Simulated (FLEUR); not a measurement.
# HfB2 (P6/mmm) in FLEUR: notebook

One crystal, HfB2, is run at these levels: SCAN; tasks: band structure, equation of state.

Everything below comes from runs of FLEUR MaX-R8.1 (later development tree). Logs are shortened: lines on timing, memory, paths and dates and some standing lists are left out, and cuts for length are marked.

## (1) The structure

The structure is hexagonal, space group P6/mmm (No. 191). Conventional cell: a = 3.140 Å, b = 3.140 Å, c = 3.480 Å, α = 90.00°, β = 90.00°, γ = 120.00°. Hf (site symmetry 6/mmm) has 12 B at 2.51 Å as nearest neighbours. B (site symmetry -6m2) is surrounded by 3 B at 1.81 Å.

## (2) Band structure, SCAN

Input file inp.xml:

```xml
<?xml version="1.0" encoding="UTF-8" standalone="no"?>
<fleurInput fleurInputVersion="0.39">
   <comment>
      HfB2                                                                                                
   </comment>
   <calculationSetup>
      <cutoffs Kmax="4.53" Gmax="14.0" GmaxXC="14.0" numbands="0"/>
      <scfLoop itmax="80" minDistance="0.0001" maxIterBroyd="30" imix="Anderson" alpha="0.05" precondParam="0.0" spinf="2.0" sdNocoIR="T"/>
      <coreElectrons ctail="F" frcor="F" kcrel="0" coretail_lmax="0"/>
      <xcFunctional name="LibXC" relativisticCorrections="F">
         <LibXCName exchange="mgga_x_scan" correlation="mgga_c_scan"/>
         <AuxGGA exchange="117" correlation="130"/>
      </xcFunctional>
      <magnetism jspins="1"/>
      <soc l_soc="F" theta="0.0" phi="0.0" spav="F"/>
      <expertModes spex="0" secvar="F"/>
      <geometryOptimization l_f="F" forcealpha="1.0" forcemix="BFGS" epsdisp="0.00001" epsforce="0.00001"/>
      <ldaU l_linMix="F" mixParam="0.05" spinf="1.0"/>
   </calculationSetup>
   <cell>
      <bzIntegration valenceElectrons="32.0" mode="hist" fermiSmearingEnergy="0.00183747">
         <kPointListSelection listName="default-1"/>
         <!-- k-points included here -->
         <xi:include xmlns:xi="http://www.w3.org/2001/XInclude" href="kpts.xml"> </xi:include>
      </bzIntegration>
      <!-- symmetry operations included here -->
[... 32 lines left out ...]
            <stateOccupation state="(2p3/2)" spinUp="0.333333" spinDown="0.333333"/>
         </electronConfig>
         <energyParameters s="2" p="2" d="3" f="4"/>
         <lo type="SCLO" l="0" n="2" eDeriv="2"/>
         <lo type="SCLO" l="1" n="2" eDeriv="2"/>
         <lo type="SCLO" l="2" n="3" eDeriv="2"/>
      </species>
   </atomSpecies>
   <atomGroups>
      <atomGroup species="Hafnium (Hf)">
         <relPos label="                   1">.0000000000 .0000000000 .0000000000</relPos>
         <force calculate="T" relaxXYZ="TTT"/>
      </atomGroup>
      <atomGroup species="Boron (B)">
         <relPos label="                   2">-1.000/3.000 1.000/3.000 1.000/2.000</relPos>
         <relPos label="                   3">1.000/3.000 -1.000/3.000 1.000/2.000</relPos>
         <force calculate="T" relaxXYZ="TTT"/>
      </atomGroup>
   </atomGroups>
   <output dos="F" band="F" slice="F">
      <checks vchk="F" cdinf="F"/>
      <bandDOS minEnergy="-.5*Htr" maxEnergy="0.5*Htr" sigma="0.015" storeEVData="T"/>
      <vacuumDOS vacdos="F" integ="F" star="F" nstars="0" locx1="0.0" locy1="0.0" locx2="0.0" locy2="0.0" nstm="0" tworkf="0.0"/>
      <unfoldingBand unfoldBand="F" supercellX="1" supercellY="1" supercellZ="1"/>
      <plotting iplot="0" polar="F">
         <plot TwoD="T" vec1="  1.0  0.0  0.0" vec2="  0.0  1.0  0.0" vec3="  0.0  0.0  1.0" zero="  0.0  0.0  0.0" file="plot"/>
      </plotting>
      <chargeDensitySlicing numkpt="0" minEigenval="0.0" maxEigenval="0.0" nnne="0" pallst="F"/>
      <specialOutput eonly="F"/>
      <moessbauerParams electricFieldGradient="T" isomerShift="T" coreHyperfine="T" valenceHyperfine="T"/>
      <magneticCircularDichroism mcd="F" energyLo="-10.0" energyUp="0.0"/>
   </output>
  <!-- We include the file relax.xml here to enable relaxations (see documentation) -->
  <xi:include xmlns:xi="http://www.w3.org/2001/XInclude" href="relax.xml"> <xi:fallback/> </xi:include>
</fleurInput>
```

Input file crystal.txt:

```
HfB2
&input cartesian=F /
3.1400000000  0.0000000000  0.0000000000
-1.5700000000  2.7193197679  0.0000000000
0.0000000000  0.0000000000  3.4800000000
1.8897261246
1.0 1.0 1.0

3
72 0.0000000000  0.0000000000  0.0000000000
5 0.6666666667  0.3333333333  0.5000000000
5 0.3333333333  0.6666666667  0.5000000000

&kpt div1=10 div2=10 div3=8 gamma=T /
```

Input file inp.xml (bands):

```
<?xml version="1.0" encoding="UTF-8" standalone="no"?>
<fleurInput fleurInputVersion="0.39">
   <comment>
      HfB2                                                                                                
   </comment>
   <calculationSetup>
      <cutoffs Kmax="4.53" Gmax="14.0" GmaxXC="14.0" numbands="0"/>
      <scfLoop itmax="80" minDistance="0.0001" maxIterBroyd="30" imix="Anderson" alpha="0.05" precondParam="0.0" spinf="2.0" sdNocoIR="T"/>
      <coreElectrons ctail="F" frcor="F" kcrel="0" coretail_lmax="0"/>
      <xcFunctional name="LibXC" relativisticCorrections="F">
         <LibXCName exchange="mgga_x_scan" correlation="mgga_c_scan"/>
         <AuxGGA exchange="117" correlation="130"/>
      </xcFunctional>
      <magnetism jspins="1"/>
      <soc l_soc="F" theta="0.0" phi="0.0" spav="F"/>
      <expertModes spex="0" secvar="F"/>
      <geometryOptimization l_f="F" forcealpha="1.0" forcemix="BFGS" epsdisp="0.00001" epsforce="0.00001"/>
      <ldaU l_linMix="F" mixParam="0.05" spinf="1.0"/>
   </calculationSetup>
   <cell>
      <bzIntegration valenceElectrons="32.0" mode="hist" fermiSmearingEnergy="0.00183747">
         <kPointListSelection listName="path-1"/>
         <!-- k-points included here -->
         <xi:include xmlns:xi="http://www.w3.org/2001/XInclude" href="kpts.xml"> </xi:include>
      </bzIntegration>
[... 33 lines left out ...]
            <stateOccupation state="(2p3/2)" spinUp="0.333333" spinDown="0.333333"/>
         </electronConfig>
         <energyParameters s="2" p="2" d="3" f="4"/>
         <lo type="SCLO" l="0" n="2" eDeriv="2"/>
         <lo type="SCLO" l="1" n="2" eDeriv="2"/>
         <lo type="SCLO" l="2" n="3" eDeriv="2"/>
      </species>
   </atomSpecies>
   <atomGroups>
      <atomGroup species="Hafnium (Hf)">
         <relPos label="                   1">.0000000000 .0000000000 .0000000000</relPos>
         <force calculate="T" relaxXYZ="TTT"/>
      </atomGroup>
      <atomGroup species="Boron (B)">
         <relPos label="                   2">-1.000/3.000 1.000/3.000 1.000/2.000</relPos>
         <relPos label="                   3">1.000/3.000 -1.000/3.000 1.000/2.000</relPos>
         <force calculate="T" relaxXYZ="TTT"/>
      </atomGroup>
   </atomGroups>
   <output dos="F" band="T" slice="F">
      <checks vchk="F" cdinf="F"/>
      <bandDOS minEnergy="-.5*Htr" maxEnergy="0.5*Htr" sigma="0.015" storeEVData="T"/>
      <vacuumDOS vacdos="F" integ="F" star="F" nstars="0" locx1="0.0" locy1="0.0" locx2="0.0" locy2="0.0" nstm="0" tworkf="0.0"/>
      <unfoldingBand unfoldBand="F" supercellX="1" supercellY="1" supercellZ="1"/>
      <plotting iplot="0" polar="F">
         <plot TwoD="T" vec1="  1.0  0.0  0.0" vec2="  0.0  1.0  0.0" vec3="  0.0  0.0  1.0" zero="  0.0  0.0  0.0" file="plot"/>
      </plotting>
      <chargeDensitySlicing numkpt="0" minEigenval="0.0" maxEigenval="0.0" nnne="0" pallst="F"/>
      <specialOutput eonly="F"/>
      <moessbauerParams electricFieldGradient="T" isomerShift="T" coreHyperfine="T" valenceHyperfine="T"/>
      <magneticCircularDichroism mcd="F" energyLo="-10.0" energyUp="0.0"/>
   </output>
  <!-- We include the file relax.xml here to enable relaxations (see documentation) -->
  <xi:include xmlns:xi="http://www.w3.org/2001/XInclude" href="relax.xml"> <xi:fallback/> </xi:include>
</fleurInput>
```

Potentials or basis: all-electron, FLAPW.

Started as:

```bash
> inpgen -f crystal.txt -profile fastHighL
> # inp.xml edited to the form shown
> fleur_MPI
> fleur_MPI   # second run, on inp.xml (bands)
```

What it wrote:

```text
Welcome to FLEUR        (www.flapw.de)
      MaX-Release 8.1          (www.max-centre.eu)
 func_ids         267         263         267         263
 MetaGGA potential functional detected - V_tau will be computed
 Auxiliary Potential for radial basis: exchange=         117  correlation=         130
The functional 'SCAN exchange of Sun, Ruzsinszky, and Perdew' is an exchange functional, it belongs to the 'MGGA' family and is defined in the reference(s):
[1] J. Sun, A. Ruzsinszky, and J. P. Perdew.,  Phys. Rev. Lett. 115, 036402 (2015)
The functional 'SCAN correlation of Sun, Ruzsinszky, and Perdew' is a correlation functional, it belongs to the 'MGGA' family and is defined in the reference(s):
[1] J. Sun, A. Ruzsinszky, and J. P. Perdew.,  Phys. Rev. Lett. 115, 036402 (2015)
 Using same functional for VXC and EXC

 ========== k-point set info ==========
 Selected k-point list: default-1
 k-point list type: mesh
 10 x 10 x 8
 Number of k points: 70

 ------------Calculation Setup---------------------------
 Number of MPI-tasks      :            1
 Number of PE/node        :            1
 Number of OMP-threads    :            1
 Most efficient MPI parallelization for:
           1           2           5           7          10          14          35          70
 Additional eigenvalue parallelization possible
 Number of basis functions:          411
 Approximate size of matrices (H+S) per k-point:         0.003 GB
 --------------------------------------------------------
The functional 'Hammer, Hansen, and Norskov' is an exchange functional, it belongs to the 'GGA' family and is defined in the reference(s):
[1] B. Hammer, L. B. Hansen, and J. K. Nørskov.,  Phys. Rev. B 59, 7413 (1999)
The functional 'Perdew, Burke & Ernzerhof' is a correlation functional, it belongs to the 'GGA' family and is defined in the reference(s):
[1] J. P. Perdew, K. Burke, and M. Ernzerhof.,  Phys. Rev. Lett. 77, 3865 (1996)
[2] J. P. Perdew, K. Burke, and M. Ernzerhof.,  Phys. Rev. Lett. 78, 1396 (1997)
 Using same functional for VXC and EXC
 Using auxiliary GGA potential for the first iteration of MetaGGA calculation.
Nuclear radius smaller than smallest radial mesh point for atom type 2 -- skipping its core isomer shift
Nuclear radius smaller than smallest radial mesh point for atom type 2 -- skipping its isomer shift
 Reset of history
 Reset of history
 Iteration:     1   Distance:      43.05672720 me/bohr^3
The functional 'Hammer, Hansen, and Norskov' is an exchange functional, it belongs to the 'GGA' family and is defined in the reference(s):
[1] B. Hammer, L. B. Hansen, and J. K. Nørskov.,  Phys. Rev. B 59, 7413 (1999)
The functional 'Perdew, Burke & Ernzerhof' is a correlation functional, it belongs to the 'GGA' family and is defined in the reference(s):
[1] J. P. Perdew, K. Burke, and M. Ernzerhof.,  Phys. Rev. Lett. 77, 3865 (1996)
[2] J. P. Perdew, K. Burke, and M. Ernzerhof.,  Phys. Rev. Lett. 78, 1396 (1997)
 Using same functional for VXC and EXC
Nuclear radius smaller than smallest radial mesh point for atom type 2 -- skipping its core isomer shift
Nuclear radius smaller than smallest radial mesh point for atom type 2 -- skipping its isomer shift
 Iteration:     2   Distance:      40.12512256 me/bohr^3
The functional 'Hammer, Hansen, and Norskov' is an exchange functional, it belongs to the 'GGA' family and is defined in the reference(s):
[1] B. Hammer, L. B. Hansen, and J. K. Nørskov.,  Phys. Rev. B 59, 7413 (1999)
The functional 'Perdew, Burke & Ernzerhof' is a correlation functional, it belongs to the 'GGA' family and is defined in the reference(s):
[1] J. P. Perdew, K. Burke, and M. Ernzerhof.,  Phys. Rev. Lett. 77, 3865 (1996)
[2] J. P. Perdew, K. Burke, and M. Ernzerhof.,  Phys. Rev. Lett. 78, 1396 (1997)
 Using same functional for VXC and EXC
Nuclear radius smaller than smallest radial mesh point for atom type 2 -- skipping its core isomer shift
Nuclear radius smaller than smallest radial mesh point for atom type 2 -- skipping its isomer shift
 Iteration:     3   Distance:      37.97914961 me/bohr^3
The functional 'Hammer, Hansen, and Norskov' is an exchange functional, it belongs to the 'GGA' family and is defined in the reference(s):
[1] B. Hammer, L. B. Hansen, and J. K. Nørskov.,  Phys. Rev. B 59, 7413 (1999)
The functional 'Perdew, Burke & Ernzerhof' is a correlation functional, it belongs to the 'GGA' family and is defined in the reference(s):
[1] J. P. Perdew, K. Burke, and M. Ernzerhof.,  Phys. Rev. Lett. 77, 3865 (1996)
[2] J. P. Perdew, K. Burke, and M. Ernzerhof.,  Phys. Rev. Lett. 78, 1396 (1997)
 Using same functional for VXC and EXC
Nuclear radius smaller than smallest radial mesh point for atom type 2 -- skipping its core isomer shift
Nuclear radius smaller than smallest radial mesh point for atom type 2 -- skipping its isomer shift
 Iteration:     4   Distance:      14.09417418 me/bohr^3
The functional 'Hammer, Hansen, and Norskov' is an exchange functional, it belongs to the 'GGA' family and is defined in the reference(s):
[1] B. Hammer, L. B. Hansen, and J. K. Nørskov.,  Phys. Rev. B 59, 7413 (1999)
The functional 'Perdew, Burke & Ernzerhof' is a correlation functional, it belongs to the 'GGA' family and is defined in the reference(s):
[1] J. P. Perdew, K. Burke, and M. Ernzerhof.,  Phys. Rev. Lett. 77, 3865 (1996)
[2] J. P. Perdew, K. Burke, and M. Ernzerhof.,  Phys. Rev. Lett. 78, 1396 (1997)
 Using same functional for VXC and EXC
Nuclear radius smaller than smallest radial mesh point for atom type 2 -- skipping its core isomer shift
Nuclear radius smaller than smallest radial mesh point for atom type 2 -- skipping its isomer shift
 Iteration:     5   Distance:       7.58253131 me/bohr^3
The functional 'Hammer, Hansen, and Norskov' is an exchange functional, it belongs to the 'GGA' family and is defined in the reference(s):
[1] B. Hammer, L. B. Hansen, and J. K. Nørskov.,  Phys. Rev. B 59, 7413 (1999)
The functional 'Perdew, Burke & Ernzerhof' is a correlation functional, it belongs to the 'GGA' family and is defined in the reference(s):
[1] J. P. Perdew, K. Burke, and M. Ernzerhof.,  Phys. Rev. Lett. 77, 3865 (1996)
[2] J. P. Perdew, K. Burke, and M. Ernzerhof.,  Phys. Rev. Lett. 78, 1396 (1997)
[... 72 lines left out ...]
 Using same functional for VXC and EXC
Nuclear radius smaller than smallest radial mesh point for atom type 2 -- skipping its core isomer shift
Nuclear radius smaller than smallest radial mesh point for atom type 2 -- skipping its isomer shift
 Iteration:    14   Distance:       0.00098208 me/bohr^3
The functional 'Hammer, Hansen, and Norskov' is an exchange functional, it belongs to the 'GGA' family and is defined in the reference(s):
[1] B. Hammer, L. B. Hansen, and J. K. Nørskov.,  Phys. Rev. B 59, 7413 (1999)
The functional 'Perdew, Burke & Ernzerhof' is a correlation functional, it belongs to the 'GGA' family and is defined in the reference(s):
[1] J. P. Perdew, K. Burke, and M. Ernzerhof.,  Phys. Rev. Lett. 77, 3865 (1996)
[2] J. P. Perdew, K. Burke, and M. Ernzerhof.,  Phys. Rev. Lett. 78, 1396 (1997)
 Using same functional for VXC and EXC
Nuclear radius smaller than smallest radial mesh point for atom type 2 -- skipping its core isomer shift
Nuclear radius smaller than smallest radial mesh point for atom type 2 -- skipping its isomer shift
 Iteration:    15   Distance:       0.00043188 me/bohr^3
The functional 'Hammer, Hansen, and Norskov' is an exchange functional, it belongs to the 'GGA' family and is defined in the reference(s):
[1] B. Hammer, L. B. Hansen, and J. K. Nørskov.,  Phys. Rev. B 59, 7413 (1999)
The functional 'Perdew, Burke & Ernzerhof' is a correlation functional, it belongs to the 'GGA' family and is defined in the reference(s):
[1] J. P. Perdew, K. Burke, and M. Ernzerhof.,  Phys. Rev. Lett. 77, 3865 (1996)
[2] J. P. Perdew, K. Burke, and M. Ernzerhof.,  Phys. Rev. Lett. 78, 1396 (1997)
 Using same functional for VXC and EXC
Nuclear radius smaller than smallest radial mesh point for atom type 2 -- skipping its core isomer shift
Nuclear radius smaller than smallest radial mesh point for atom type 2 -- skipping its isomer shift
 Iteration:    16   Distance:       0.00021076 me/bohr^3
The functional 'Hammer, Hansen, and Norskov' is an exchange functional, it belongs to the 'GGA' family and is defined in the reference(s):
[1] B. Hammer, L. B. Hansen, and J. K. Nørskov.,  Phys. Rev. B 59, 7413 (1999)
The functional 'Perdew, Burke & Ernzerhof' is a correlation functional, it belongs to the 'GGA' family and is defined in the reference(s):
[1] J. P. Perdew, K. Burke, and M. Ernzerhof.,  Phys. Rev. Lett. 77, 3865 (1996)
[2] J. P. Perdew, K. Burke, and M. Ernzerhof.,  Phys. Rev. Lett. 78, 1396 (1997)
 Using same functional for VXC and EXC
Nuclear radius smaller than smallest radial mesh point for atom type 2 -- skipping its core isomer shift
Nuclear radius smaller than smallest radial mesh point for atom type 2 -- skipping its isomer shift
 Iteration:    17   Distance:       0.00002810 me/bohr^3

 ********************************************************************
 Run finished successfully
 Stop message:
   all done
 ********************************************************************
```

Run time: 86 s. Hardware: 1 thread of Arm Neoverse V1, shared host; peak memory 0.09 GiB.

What came out:

- Free energy: -412178.4029 eV
- Band gap along the path: none (metal or under the smearing width)
- Valence electrons inside the program's atomic spheres: Hf 24.48; B 1.54 (radii Hf 2.66, B 1.59 bohr)

Levels at the corners of the path, in eV from the Fermi level:
```
point  band 12  band 13  band 14  band 15  band 16  band 17  band 18  band 19  band 20  band 21
    Γ   -12.06    -3.09    -2.99    -2.99    -2.72     4.25     4.25     4.92     4.92     5.41
    M   -10.17    -9.43    -4.17    -3.46    -2.87     2.45     2.90     5.81     6.04     6.59
    K    -8.65    -8.65    -7.95    -2.55    -2.55     1.91     1.91     3.63     9.93     9.93
    Γ   -12.06    -3.09    -2.99    -2.99    -2.72     4.25     4.25     4.92     4.92     5.41
    A   -11.81    -8.70    -1.18    -1.18     0.54     0.54     1.11     1.11     2.43     5.60
    L   -10.83    -7.77    -5.09    -4.84    -2.70     4.38     4.43     6.54     7.49     7.65
    H    -9.51    -9.51    -5.63    -3.21    -3.21     4.72     5.66     7.22     7.22     7.74
    A   -11.81    -8.70    -1.18    -1.18     0.54     0.54     1.11     1.11     2.43     5.60
    L   -10.83    -7.77    -5.09    -4.84    -2.70     4.38     4.43     6.54     7.49     7.65
    M   -10.17    -9.43    -4.17    -3.46    -2.87     2.45     2.90     5.81     6.04     6.59
    K    -8.65    -8.65    -7.95    -2.55    -2.55     1.91     1.91     3.63     9.93     9.93
    H    -9.51    -9.51    -5.63    -3.21    -3.21     4.72     5.66     7.22     7.22     7.74
```

Core levels (eV from the Fermi level):
```
atom                                                                                                                                                                                                          levels
1 Hf  1s1/2 -65198.5, 2s1/2 -11138.5, 2p1/2 -10635.9, 2p3/2 -9444.1, 3s1/2 -2533.7, 3p1/2 -2311.3, 3p3/2 -2055.8, 4s1/2 -506.1, 3d3/2 -1680.3, 3d5/2 -1624.6, 4p1/2 -415.1, 4p3/2 -356.6, 4d3/2 -207.2, 4d5/2 -196.5
 2 B                                                                                                                                                                                                    1s1/2 -173.8
 3 B                                                                                                                                                                                                    1s1/2 -173.8
```

Caveat: the meta-GGA is that of a development version, with a GGA for the radial functions and cores and without core tails; spin-orbit coupling is left out, which moves the levels of the heavy elements.

[end of part 1 of 2]
